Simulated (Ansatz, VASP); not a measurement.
## SiHC: VASP beside Ansatz

```
Si H C
1.0
     3.51566    0.00000    0.00000
    -1.75783    3.04465    0.00000
     0.00000    0.00000    3.91047
Si H C
1 1 1
Direct
  0.33333 0.66667 0.50000
  0.66667 0.33333 0.50000
  0.00000 0.00000 0.00000
```

Change from the starting cell: species swapped into the SrAlGe type (P-6m2, No. 187).

Alike in both runs: task relaxation of cell and atoms; functional PBE; k mesh 6 × 6 × 4; occupations gaussian, width 0.1 eV; no spin polarisation.

```csv
,VASP,Ansatz
version,VASP 6.6.1,Ansatz 0.2.0
potentials or method,"VASP PAW PBE potentials, release 64 (Si, H, C)","scalar-relativistic, plane waves, PAW"
plane-wave cutoff (eV),600,420
valence electrons in the cell,9,9
```

```csv
,VASP,Ansatz,Ansatz less VASP
"gap on the k mesh at the Fermi level, each at its own relaxed structure (eV)",none,none,-
relaxed volume (Å³/atom),6.90,6.92,+0.019
relaxed cell length with the largest relative difference (Å),2.533,2.608,+0.0757
energy change over the relaxation (meV/atom),-997,-996,+1.4
```

A gap of «none» marks a metal or a gap that the smearing closes.

Caveats: the k mesh is coarse (spacing up to 0.40 Å⁻¹), so the values aren't converged; the volume moved by over 15 % at a fixed basis, so the end points are rough (VASP).
